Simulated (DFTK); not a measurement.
The system is Pd.

```
Pd
1.0
     0.00000    1.94650    1.94650
     1.94650    0.00000    1.94650
     1.94650    1.94650    0.00000
Pd
1
Direct
  0.00000 0.00000 0.00000
```

Program: DFTK 0.8.2. Alike in all runs: task band structure; no spin polarisation; cell as given; k mesh 12 × 12 × 12; smearing fermi-dirac 0.05 eV.

Question: Order these runs on this cell by their pressure, lowest first.
A. level PBEsol; potentials or basis SG15 1.2 (PBE); cutoff (eV) 1225
B. level LDA; potentials or basis cp2k.nc.sr.lda.v0_1.semicore.gth (LDA, GTH); cutoff (eV) 1551
C. level LDA; potentials or basis SG15 1.2 (PBE); cutoff (eV) 1225
D. level r2SCAN; potentials or basis SG15 1.2 (PBE); cutoff (eV) 1225

Answer: C (-9.4 GPa), B (-7.7 GPa), A (-3.2 GPa), D (0.8 GPa).

Caveats: the potentials were made for another functional, which shifts forces and pressure (some runs); GTH potentials come without recommended cutoffs, and this one wasn't checked for convergence (some runs).

Not every run made on this cell is shown here.
